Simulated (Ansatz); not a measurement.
# SnO2: the cost of one run

Computed with Ansatz 0.2.0 (DFT PBEsol, scalar-relativistic, plane waves, PAW, unless a step's input says otherwise).

2 further runs of the same task are left out: 1 that didn't finish, 1 set aside as unsound or not needed. Runs told in other sessions of the task aren't counted.

### 1 Starting point

It takes space group I4_1/amd (No. 141, tetragonal). The conventional cell has a = 4.011 Å, b = 4.011 Å, c = 10.245 Å, α = 90.00°, β = 90.00°, γ = 90.00°. Around Sn (site symmetry -4m2) lie 6 O at 2.06 to 2.08 Å. Around O (site symmetry 2mm) lie 3 Sn at 2.06 to 2.08 Å.

Structure file:

```cif
data_structure
_symmetry_space_group_name_H-M 'I4_1/amd:1'
_symmetry_Int_Tables_number 141
_cell_length_a 4.0110
_cell_length_b 4.0110
_cell_length_c 10.2455
_cell_angle_alpha 90.000
_cell_angle_beta 90.000
_cell_angle_gamma 90.000
_cell_volume 164.83
loop_
_atom_site_label
_atom_site_type_symbol
_atom_site_symmetry_multiplicity
_atom_site_Wyckoff_symbol
_atom_site_fract_x
_atom_site_fract_y
_atom_site_fract_z
_atom_site_occupancy
Sn1 Sn 4 a 0.00000 0.50000 0.25000 1
O1 O 8 e 0.50000 0.50000 0.29708 1
```

It goes back to an entry of the Materials Project, which need not be the stable form.

It is the result of an earlier relaxation at this level (volume 13.74 Å³/atom; gap on the mesh: 1.55 eV).

### 2 What is varied

Atoms count from 1 in the order of the input.

One atom moved over a plane, all else fixed.

First coordinate, shift of O3 along [0 1 0]: 7 values from −0.87 Å. Second coordinate, shift of O3 along [0 0 1]: 7 values from −0.87 Å.

Nothing else is relaxed (all other atoms fixed). Energies count from the relaxed crystal. Points are written as (first, second).

### 3 Point (−0.87 Å, −0.87 Å)

Contents of input.yaml:

```yaml
crystal:
  lattice:
    - [-2.0054999738, 2.0054999738, 5.122744688]
    - [2.0054999738, -2.0054999738, 5.122744688]
    - [2.0054999738, 2.0054999738, -5.122744688]
  atoms:
    - { symbol: Sn, position: [0.75, 0.25, 0.5] }
    - { symbol: Sn, position: [0.0, 0.0, 0.0] }
    - { symbol: O, position: [0.4952622865, 0.7121658047, -0.2169035182] }
    - { symbol: O, position: [0.9529187786, 0.4529187786, 0.5] }
    - { symbol: O, position: [0.2029187786, 0.2029187786, 0.0] }
    - { symbol: O, position: [0.5470812214, 0.0470812214, 0.5] }
basis:
  ecutwfc: 420
kpoints:
  mp_grid: { grid: [10, 10, 10] }
hamiltonian:
  xc: pbesol
  pseudopotentials: { kind: paw, azcp: { folder: soft_1 } }
scf:
  occupations: { method: gaussian, width: 0.05 }
output:
  forces: true
  stress: true
  eigenvalues: true
  write_density: true
  write_potential: true
  elf: true
  volumetric_format: npy
```

Run with:

```
> ansatz run input.yaml --threads 2 --pin off --max-ram 4096MiB --backend cpu --events-out ev --progress --plain --runs-dir out
```

Q: Estimate wall time and peak memory on 2 threads of Arm Neoverse N1, shared host.

About 2.1 min, with a peak of 0.75 GiB.
